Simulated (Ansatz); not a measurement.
Crystal: HfO2.

```
Hf O
1.0
     5.11800    0.00000    0.00000
     0.00000    5.18570    0.00000
    -0.85866    0.00000    5.21387
Hf O
4 8
Direct
  0.27550 0.46030 0.70800
  0.72450 0.96030 0.79200
  0.72450 0.53970 0.29200
  0.27550 0.03970 0.20800
  0.07420 0.16840 0.84670
  0.92580 0.66840 0.65330
  0.92580 0.83160 0.15330
  0.07420 0.33160 0.34670
  0.44870 0.74190 0.98010
  0.55130 0.24190 0.51990
  0.55130 0.25810 0.01990
  0.44870 0.75810 0.48010
```

Base run:

* Program: Ansatz 0.2.0
* Functional: PBE
* Potentials or basis: PseudoDojo standard (PBE files)
* Cutoff: 1143 eV
* Density cutoff: 4572 eV
* k mesh: 5 × 5 × 5
* Occupations: fermi-dirac, width 0.05 eV
* Spin: no spin polarisation

Its results: band gap on the k mesh 4.21 eV, indirect (least direct gap 4.28 eV); pressure 3.5 GPa; largest force 0.451 eV/Å.

**Question.** The run is repeated on the same cell with these changes: potentials or basis from PseudoDojo standard (PBE files) to Ansatz NC; cutoff from 1143 eV to 1240 eV (not typed: the program's choice for these potentials); valence electrons from 96 to 152. What comes out?

**Answer.** Band gap on the k mesh 4.20 eV, indirect (least direct gap 4.27 eV); pressure 5.8 GPa; largest force 0.483 eV/Å.

Caveats: odd divisions of the mesh miss points on the zone boundary, where band edges often lie, so the gap on the mesh can be too wide; spin-orbit coupling is left out, which moves the levels of the heavy elements.

A k mesh can miss the band edges.
